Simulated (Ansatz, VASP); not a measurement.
# GaP (GaP(110)): VASP beside Ansatz, part 2 of 2

Wanted: the spread between two codes on one cell, functional and k mesh. The cell is taken from a series of runs on this material, whose earlier steps may have relaxed, scaled, displaced or heated it; both programs get it as it stands. Valence electrons are named where the data sets of a main pair hold unlike numbers.

VASP 6.6.1 and Ansatz 0.2.0.

So far: Starting point; VASP: single point, PBE.

### 3. Ansatz: single point, PBE

Level of this step: Ansatz beside VASP: Kohn-Sham DFT, plane waves, PBE (Ansatz).

Ansatz runs on its default PAW (the set named soft_2) files.

The same cell, functional, mesh and smearing now go to Ansatz, which takes its cutoff from its data sets.

The input, input.yaml:

```yaml
crystal:
  lattice:
    - [4.0695860214, 0.0, 0.0]
    - [0.0, 5.7552637447, 0.0]
    - [0.0, 0.0, 31.3868102032]
  atoms:
    - { symbol: Ga, position: [0.0, 0.0611901089, 0.2699608967] }
    - { symbol: Ga, position: [0.5, 0.4911691152, 0.3138717949] }
    - { symbol: Ga, position: [0.0, 0.9945870968, 0.3778527131] }
    - { symbol: Ga, position: [0.5, 0.4932598081, 0.438336857] }
    - { symbol: Ga, position: [0.0, 0.9945689728, 0.5] }
    - { symbol: Ga, position: [0.5, 0.4932598081, 0.561663143] }
    - { symbol: Ga, position: [0.0, 0.9945870968, 0.6221472869] }
    - { symbol: Ga, position: [0.5, 0.4911691152, 0.6861282051] }
    - { symbol: Ga, position: [0.0, 0.0611901089, 0.7300391033] }
    - { symbol: P, position: [0.0, 0.7329315669, 0.3160939173] }
    - { symbol: P, position: [0.5, 0.2564219921, 0.2502696042] }
    - { symbol: P, position: [0.0, 0.7380508249, 0.4387449689] }
    - { symbol: P, position: [0.5, 0.240439369, 0.3768340103] }
    - { symbol: P, position: [0.0, 0.7380508249, 0.5612550311] }
    - { symbol: P, position: [0.5, 0.2393312636, 0.5] }
    - { symbol: P, position: [0.0, 0.7329315669, 0.6839060827] }
    - { symbol: P, position: [0.5, 0.240439369, 0.6231659897] }
    - { symbol: P, position: [0.5, 0.2564219921, 0.7497303958] }
hamiltonian:
  xc: pbe
  pseudopotentials: { kind: paw }
kpoints:
  mp_grid: { grid: [6, 4, 1] }
  band_path:
    path:
      - [0.0, 0.0, 0.0]
      - [0.07692, 0.0, 0.0]
      - [0.15385, 0.0, 0.0]
      - [0.26923, 0.0, 0.0]
      - [0.34615, 0.0, 0.0]
      - [0.42308, 0.0, 0.0]
      - [0.5, 0.0, 0.0]
      - [0.5, 0.07692, 0.0]
      - [0.5, 0.19231, 0.0]
      - [0.5, 0.26923, 0.0]
      - [0.5, 0.34615, 0.0]
      - [0.5, 0.46154, 0.0]
      - [0.5, 0.5, 0.0]
      - [0.42308, 0.5, 0.0]
      - [0.30769, 0.5, 0.0]
      - [0.23077, 0.5, 0.0]
      - [0.11538, 0.5, 0.0]
      - [0.03846, 0.5, 0.0]
      - [0.0, 0.5, 0.0]
      - [0.0, 0.38462, 0.0]
      - [0.0, 0.30769, 0.0]
      - [0.0, 0.23077, 0.0]
      - [0.0, 0.11538, 0.0]
      - [0.0, 0.07692, 0.0]
      - [0.0, 0.03846, 0.0]
      - [0.03846, 0.03846, 0.0]
      - [0.11538, 0.11538, 0.0]
      - [0.19231, 0.19231, 0.0]
      - [0.30769, 0.30769, 0.0]
      - [0.38462, 0.38462, 0.0]
      - [0.5, 0.5, 0.0]
    npoints: 1
scf:
  occupations: { method: gaussian, width: 0.03 }
  n_extra_bands: 15
efield:
  axis: 3
  dipole_correction: true
  ramp_width: 0.04
output:
  forces: true
  eigenvalues: true
```

The run is started by

```sh
ansatz run input.yaml --threads 8 --pin off --max-ram 18432MiB --backend cpu --events-out ev --progress --plain --runs-dir out
```

Numbers of over 12 decimals in the logs are rounded to 6 here.

Log:

```text
scf.n_extra_bands = 15 over 81 filled bands (N_el = 162.0): the run solves 96 bands
Engine: ansatz 0.2.0, aarch64-unknown-linux-gnu
Pseudopotentials: kind: paw
Pseudopotential: Ga, paw, valence charge 13, recommended cutoff 420 eV (normal), Ga.paw.azcp
Pseudopotential: P, paw, valence charge 5, recommended cutoff 420 eV (normal), P.paw.azcp
Functional definition: PBE
  parameter kappa = 0.804
  parameter beta = 0.066725
  exchange = pbe_x(kappa = kappa, mu = beta*pi^2/3)
  correlation = pbe_c(beta = beta)
Crystal: 18 atoms, lattice volume = 735.127 Å³
Basis set: ecut = 420 eV, 14403 PW (Γ), exchange–correlation on 60×80×432 points (8 copies of the dense FFT grid, shifted against one another)
Bands: 96, of which v1, the nominal top of the filled ones, is band 81 counted from 1 (80 counted from 0)
Symmetry: 2 space group operations
k-points: 12 of 24 (time reversal used)
Non-local potential: Ga, projectors of the file, l = 0: 2, l = 1: 2, l = 2: 3, l = 3: 1
Non-local potential: P, projectors of the file, l = 0: 2, l = 1: 2, l = 2: 2
PAW form: soft (Blöchl's): semilocal exchange-correlation on the pseudo side does not see the compensation charge
PAW one-centre angular grid: Ga, 590 points (default); XC on 64 Gauss nodes
PAW one-centre angular grid: P, 110 points (default); XC on 64 Gauss nodes
Initial density: superposition of atomic densities (neutral atoms: chi_scale 0, normalization atom), corrected by the library's trained network
Initial wavefunctions: pseudopotential atomic-orbital guess
Functional: x = pbe(κ = 0.804, μ = 0.219515), c = pbe(β = 0.066725)
SCF iter   1: F=—  HF=-40853.218087 eV  |F-HF|=—  |Δ(HF+E_count)|=         —  Δρ=1.67e-3  dr2=1.25e-1  ethr=1.77e-3  p=0.000 e·Å  D=2.65e-14 V/Å  ΔV_dip=-0.00 eV  dr2_dipole=1.66e-8  V_vac-E_F(+/−)=4.81/4.81 eV  ⟨swp⟩=9.0  Hψ=5366  notcnv=0  defer=10
efield: sawtooth ramp at fractional position 0.9800 (placed from the atoms, in the widest stretch of the axis that holds none; the zero of the levels goes with the place), width 0.0400; the density the first Hamiltonian is built on has a dipole p = 0.000 e·Å; the dipole correction subtracts the counter field D = 2.65e-14 V/Å, which shifts the + side's vacuum level by -0.00 eV against the − side's; the planar-averaged density in the ramp window peaks in size at 4.7e-6 e/Å³
preconditioner: auto → Resta (q_TF=auto, 2.120 Å⁻¹)  ε∞=2.8  [insulator: Δε(μ)=1.193 eV  Ē_g=13.076 eV  σ=0.030 eV  W_gap=1.00  n_scr=124 (ndim 8)  ℏωp=17.4 eV  f_vac=0.431  D(μ)=0.00/eV (n_scr^D=0)  ε∞_Penn≈2.8  vacuum switching on, ρ_ref=1.2e-2 e/Å³]
SCF iter   2: F=—  HF=-40853.206619 eV  |F-HF|=—  |Δ(HF+E_count)|=   1.15e-2  Δρ=1.22e-3  dr2=8.66e-2  ethr=7.72e-5  p=-0.000 e·Å  D=-1.06e-5 V/Å  ΔV_dip=0.00 eV  dr2_dipole=8.34e-8  V_vac-E_F(+/−)=5.05/5.05 eV  ⟨swp⟩=4.6  Hψ=2663  notcnv=0  defer=86
SCF iter   3: F=—  HF=-40853.197323 eV  |F-HF|=—  |Δ(HF+E_count)|=   9.30e-3  Δρ=6.25e-4  dr2=3.33e-3  ethr=5.34e-5  p=0.000 e·Å  D=5.14e-6 V/Å  ΔV_dip=-0.00 eV  dr2_dipole=1.77e-9  V_vac-E_F(+/−)=4.92/4.92 eV  ⟨swp⟩=2.9  Hψ=1358  notcnv=0  defer=86
SCF iter   4: F=—  HF=-40853.198868 eV  |F-HF|=—  |Δ(HF+E_count)|=   1.54e-3  Δρ=3.49e-4  dr2=1.58e-3  ethr=2.05e-6  p=-0.000 e·Å  D=-2.12e-5 V/Å  ΔV_dip=0.00 eV  dr2_dipole=8.90e-8  V_vac-E_F(+/−)=4.89/4.89 eV  ⟨swp⟩=2.0  Hψ=2056  notcnv=0  defer=86
SCF iter   5: F=—  HF=-40853.198403 eV  |F-HF|=—  |Δ(HF+E_count)|=   4.65e-4  Δρ=1.27e-4  dr2=1.98e-4  ethr=9.74e-7  p=0.000 e·Å  D=9.96e-6 V/Å  ΔV_dip=-0.00 eV  dr2_dipole=2.77e-8  V_vac-E_F(+/−)=4.88/4.88 eV  ⟨swp⟩=2.0  Hψ=1964  notcnv=0  defer=86
SCF iter   6: F=—  HF=-40853.198425 eV  |F-HF|=—  |Δ(HF+E_count)|=   2.20e-5  Δρ=3.31e-5  dr2=2.19e-5  ethr=1.23e-7  p=-0.000 e·Å  D=-4.11e-5 V/Å  ΔV_dip=0.00 eV  dr2_dipole=4.33e-7  V_vac-E_F(+/−)=4.89/4.89 eV  ⟨swp⟩=2.0  Hψ=2038  notcnv=0  defer=86
SCF iter   7: F=—  HF=-40853.198573 eV  |F-HF|=—  |Δ(HF+E_count)|=   1.48e-4  Δρ=1.55e-5  dr2=5.71e-6  ethr=1.35e-8  p=0.000 e·Å  D=8.99e-5 V/Å  ΔV_dip=-0.00 eV  dr2_dipole=2.07e-6  V_vac-E_F(+/−)=4.89/4.89 eV  ⟨swp⟩=2.5  Hψ=2132  notcnv=0  defer=86
SCF iter   8: F=—  HF=-40853.198573 eV  |F-HF|=—  |Δ(HF+E_count)|=   6.26e-9  Δρ=6.33e-6  dr2=1.70e-6  ethr=3.53e-9  p=-0.000 e·Å  D=-7.59e-5 V/Å  ΔV_dip=0.00 eV  dr2_dipole=1.52e-6  V_vac-E_F(+/−)=4.89/4.89 eV  ⟨swp⟩=2.0  Hψ=2038  notcnv=0  defer=86
SCF iter   9: F=—  HF=-40853.198573 eV  |F-HF|=—  |Δ(HF+E_count)|=   1.41e-8  Δρ=4.25e-6  dr2=1.75e-7  ethr=1.05e-9  p=0.000 e·Å  D=1.27e-5 V/Å  ΔV_dip=-0.00 eV  dr2_dipole=5.31e-8  V_vac-E_F(+/−)=4.89/4.89 eV  ⟨swp⟩=2.2  Hψ=1290  notcnv=0  defer=86
SCF iter  10: F=-40853.198573 eV  HF=-40853.198573 eV  |F-HF|=1.90e-8  |Δ(HF+E_count)|=   5.32e-8  Δρ=1.75e-6  dr2=2.27e-8  ethr=6.17e-11  p=0.000 e·Å  D=1.31e-6 V/Å  ΔV_dip=-0.00 eV  dr2_dipole=3.67e-10  V_vac-E_F(+/−)=4.89/4.89 eV  ⟨swp⟩=13.6  Hψ=6044  notcnv=0
SCF 1 converged in 10 iterations: F = -40853.198573 eV  dr2 = 2.27e-8
  greatest PAW one-centre occupation: 0.995 electrons in one spin orbital (limit 2), on the Ga atom at site 8 (counted from 0), in its partial waves of l = 2
NSCF: frozen V_eff on 31 k-points
efield: sawtooth ramp at fractional position 0.9800 (kept from the solve that this one continues, or follows in the run), width 0.0400; the density the first Hamiltonian is built on has a dipole p = 0.000 e·Å; the dipole correction subtracts the counter field D = 1.31e-6 V/Å, which shifts the + side's vacuum level by -0.00 eV against the − side's; the planar-averaged density in the ramp window peaks in size at 7.3e-7 e/Å³
SCF converged after 10 iterations
Free energy (F): -40853.198573 eV
Harris-Foulkes:  -40853.198573 eV  (|F-HF|=1.90e-8)
Internal energy: -40853.198573 eV  (E = F + TS)
E sigma→0 (E₀):  -40853.198573 eV
Fermi energy:    1.304372 eV
Dipole field:    D = -0.000012 V/Å  (p = -0.000049 e·Å, saw-weighted, corrected)
Work function:   Φ+ = 4.8870 eV   Φ− = 4.8866 eV
Levels:          The Fermi level and band energies are counted from a zero that moves with the ramp; work functions are not
--- Per-component energies (eV) ---
  E_band       = -1504.896229
  E_kinetic    = 1645.120516
  E_local      = -132672.458953  (includes V_loc(G=0)·N_el)
  E_nonlocal   = 4127.221161
  E_hartree    = 65109.857317
  E_xc         = -1160.707695
  E_vxc        = -1049.139933  (∫ρ·V_xc dr)
  E_paw        = -23026.946972  (= ΣΔE_a)
  E_vpaw       = -3775.343440  (= ΣTr[D̂ρ^β])
  E_aug_tail   = -0.001026  (compensation charges beyond the density's cutoff)
  E_efield     = 0.000000  (sawtooth field / dipole correction)
  E_vefield    = 0.000000  (∫n·V_field dr)
  E_ewald      = 45124.717078
  E_smearing   = -0.000000  (= −TS)
  E_closure    = 0.000000  (closes the sum)
  Σ components = -40853.198573   (vs F -40853.198573, Δ=0.00e0)
--- Forces (eV/Å), atoms counted from 1 ---
  atom   1  Ga     0.00000000    -0.00530812    -0.00007743
  atom   2  Ga     0.00000000     0.00113415     0.01484904
  atom   3  Ga     0.00000000    -0.02374852     0.00836466
  atom   4  Ga     0.00000000    -0.02882218     0.00833268
  atom   5  Ga     0.00000000    -0.00169559    -0.00000356
  atom   6  Ga     0.00000000    -0.02882114    -0.00834061
  atom   7  Ga     0.00000000    -0.02374701    -0.00837397
  atom   8  Ga     0.00000000     0.00113350    -0.01485766
  atom   9  Ga     0.00000000    -0.00531460     0.00007514
  atom  10  P      0.00000000     0.05028435    -0.01129539
  atom  11  P      0.00000000    -0.04360376     0.11640755
  atom  12  P      0.00000000     0.01985778     0.01482185
  atom  13  P      0.00000000     0.02241612     0.01760114
  atom  14  P      0.00000000     0.01985758    -0.01481495
  atom  15  P      0.00000000     0.01730064     0.00000336
  atom  16  P      0.00000000     0.05028590     0.01130636
  atom  17  P      0.00000000     0.02241613    -0.01759112
  atom  18  P      0.00000000    -0.04360553    -0.11640386
  max |Σ_I F_I| component: 1.97e-5 eV/Å
--- Band table (eV; the first three rows and the last of 12) ---
  k-point 0: bands = [... 77 lower, 0.5537, 0.5799, 0.6336, 0.7144, 1.8944, 2.3190, 2.3251, 2.5532, ... 11 higher]
  k-point 1: bands = [... 77 lower, 0.0968, 0.1149, 0.4042, 0.5082, 2.2966, 2.4084, 2.4652, 2.4849, ... 11 higher]
  k-point 2: bands = [... 77 lower, -0.2380, -0.2194, 0.1269, 0.1292, 2.0101, 2.0540, 2.2750, 2.5010, ... 11 higher]
  k-point 11: bands = [... 77 lower, -0.3248, -0.2197, 0.1905, 0.4367, 2.2193, 2.7013, 2.7900, 3.4756, ... 11 higher]
```

### 4. Side by side

Known differences besides the potentials themselves: the cutoff is 420 eV in Ansatz and 650 eV in VASP; VASP leaves aspherical gradient terms in its spheres out (LASPH is not set), Ansatz keeps them. Total energies have different zeros and are not compared.

Compared:

| quantity | Ansatz | VASP | difference |
| --- | --- | --- | --- |
| gap on the k mesh (eV) | 1.180 | 1.171 | +0.009 |

Forces on 7 of the 18 atoms, those with the largest forces and the largest differences (eV/Å; atoms numbered as in POSCAR):

| atom | Ansatz x, y, z | VASP x, y, z |
| --- | --- | --- |
| Ga4 | 0.000, -0.029, 0.008 | 0.000, -0.027, 0.008 |
| Ga6 | 0.000, -0.029, -0.008 | 0.000, -0.027, -0.008 |
| P10 | 0.000, 0.050, -0.011 | 0.000, 0.042, -0.011 |
| P11 | 0.000, -0.044, 0.116 | 0.000, -0.038, 0.098 |
| P13 | 0.000, 0.022, 0.018 | 0.000, 0.020, 0.017 |
| P16 | 0.000, 0.050, 0.011 | 0.000, 0.042, 0.011 |
| P18 | 0.000, -0.044, -0.116 | 0.000, -0.038, -0.098 |

The forces differ by 4.3 meV/Å r.m.s., which is 17.6 % of the r.m.s. force of 0.024 eV/Å (both taken over all components). A gap on the mesh is an upper bound, since the band edges may lie between its points. With vacuum in the cell, a pressure given here is an average over mostly empty space and none of the material.

### 5. What the set-up changes

Further runs change the set-up of one program: Ansatz's method, potentials or start, or VASP's data sets, cutoff or form of LDA. The table gives Ansatz less VASP for each quantity, since a change that brings one quantity closer may part another.

| run | r.m.s. force difference (meV/Å) | gap on the k mesh (eV) |
| --- | --- | --- |
| as above | 4.3 | 0.0092 |
| VASP with the data sets Ga_h and P_h | 1.4 | -0.0010 |

### 6. Results

```yaml
difference_in_gap_on_the_k_mesh_single_point_pbe: 0.0092 eV
```

What this shows: The difference in gap on the k mesh is 0.0092 eV (single point, PBE), within the 0.08 eV picked in this series as the mark of a large difference. Single point, PBE, VASP with the data sets Ga_h and P_h: r.m.s. force difference goes from 4.3 to 1.4 meV/Å; the difference in gap on the k mesh goes from 0.0092 to -0.0010 eV. Such differences can come from data sets, numerical settings and the points named under the comparisons, not from the functional's error against experiment.

[Lines on the potential files, build, host, timing and source positions are cut from VASP's logs without a mark.]

[Logs are printed without paths, hosts, clocks, repeated set-up lines and the standing remarks that a program may print on its own settings, such as how far it seeks lower states.]

[Hosts, paths, dates, database ids (printed as entryN), source tags and the programs' standing remarks are cut or masked in the printed files.]
